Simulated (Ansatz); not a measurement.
# Li in Ansatz: the effect of functional

Li:

```
Li
1.0
    -1.76627    1.76627    1.76627
     1.76627   -1.76627    1.76627
     1.76627    1.76627   -1.76627
Li
1
Direct
  0.00000 0.00000 0.00000
```

The cell isn't the ideal one: volume scaled by 1.02.

Alike in all runs:

| Quantity | Value |
| --- | --- |
| Program | Ansatz 0.2.0 |
| Task | single point |
| Potentials or basis | Ansatz PAW |
| k mesh | 11 × 11 × 11 |
| Occupations | fermi-dirac, width 0.05 eV |
| Spin | no spin polarisation |

```tsv
functional	cutoff	pressure (GPa)
LDA	420 eV (not typed: the program's choice for these potentials)	?
r2SCAN	500 eV (not typed: the program's choice for these potentials)	-0.6
PBE	420 eV (not typed: the program's choice for these potentials)	-1.0
```

Question: What does the run with functional LDA give?

Answer: Pressure -1.8 GPa.

Caveats: the PAW data sets were made with another functional, which shifts forces and pressure a little (some runs).
